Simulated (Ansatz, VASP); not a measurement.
## FeO in VASP and in Ansatz

Contents of INCAR:

```
SYSTEM = FeO
PREC = Accurate
ENCUT = 520
EDIFF = 1E-7
ISMEAR = -1
SIGMA = 0.05
LREAL = .False.
LASPH = .True.
NELM = 150
ALGO = Normal
ISIF = 2
LWAVE = .False.
LCHARG = .False.
ISPIN = 2
MAGMOM = 3 3 0 0
LORBIT = 11
LMAXMIX = 4
GGA = PE
NBANDS = 26
```

The input KPOINTS:

```
Automatic mesh
0
Gamma
  10 10 5
  0 0 0
```

POSCAR

```
FeO
1.0
    2.6823620000     -1.5244300000      0.0000000000
    2.6823620000      1.5244300000      0.0000000000
   -0.2343110000      0.0000000000      5.2694490000
Fe O
2 2
Direct
    0.0000000000      0.0000000000      0.5000000000
    0.0000000000      0.0000000000      0.0000000000
    0.3354670000      0.3354670000      0.7442990000
    0.6645330000      0.6645330000      0.2557010000
```

The input input.yaml:

```yaml
crystal:
  lattice:
    - [2.682362, -1.52443, 0.0]
    - [2.682362, 1.52443, 0.0]
    - [-0.234311, 0.0, 5.269449]
  atoms:
    - { symbol: Fe, position: [0.0, 0.0, 0.5], spin: 3.0 }
    - { symbol: Fe, position: [0.0, 0.0, 0.0], spin: 3.0 }
    - { symbol: O, position: [0.335467, 0.335467, 0.744299] }
    - { symbol: O, position: [0.664533, 0.664533, 0.255701] }
hamiltonian:
  xc: pbe
  pseudopotentials: { kind: paw }
magnetization:
  spin_polarized: true
kpoints:
  mp_grid: { grid: [10, 10, 5] }
scf:
  occupations: { method: fermi_dirac, width: 0.05 }
output:
  forces: true
  stress: true
  eigenvalues: true
  write_density: true
  write_potential: true
  elf: true
  volumetric_format: npy
```

The cell comes from a database or a generator and needn't be the stable form of this composition.

Alike in both runs: task single point; functional PBE; k mesh 10 × 10 × 5; occupations fermi-dirac, width 0.05 eV; collinear spin, ferromagnetic start.

```csv
,VASP,Ansatz
version,VASP 6.6.1,Ansatz 0.2.0
potentials or method,"VASP PAW PBE potentials, release 64 (Fe, O)",Ansatz PAW
plane-wave cutoff (eV),520,420
valence electrons in the cell,28,44
```

Ansatz gave:

| Quantity | Value |
| --- | --- |
| gap on the k mesh at the Fermi level (eV) | none |
| pressure (GPa) | -13.2 |
| largest component of the traceless stress (GPa) | 5.74 |
| rms of the force components (eV/Å) | 0.081 |
| net moment per atom (μB) | 0.02 |
| size of the moment on the site where the two differ most (μB) | 3.26 |

Question: Which values does VASP return?

Answer: gap on the k mesh at the Fermi level (eV): none; pressure (GPa): -9.8; largest component of the traceless stress (GPa): 2.71; rms of the force components (eV/Å): 0.076; net moment per atom (μB): 2.00; size of the moment on the site where the two differ most (μB): 3.61.

The net moments differ so much that the two runs ended in different magnetic states, which moves the other rows too. Site moments also hang on the region over which each program counts them. Atom by atom the forces differ by 0.006 eV/Å (rms over components). A gap of «none» marks a metal or a gap that the smearing closes. The two sets of potentials don't hold the same shells in valence.

Caveats: semilocal functionals often make such compounds metallic where correlation or magnetic order opens a gap, which also shifts bond lengths; only a ferromagnetic start was run, and an antiferromagnetic order may lie lower in energy (VASP); the pressure holds a Pulay correction of +0.6 GPa for the finite cutoff (Ansatz); the starting moments weren't kept (Ansatz). With open d or f shells a metallic result of PBE can be an artefact of self-interaction; +U or a hybrid may open a gap.
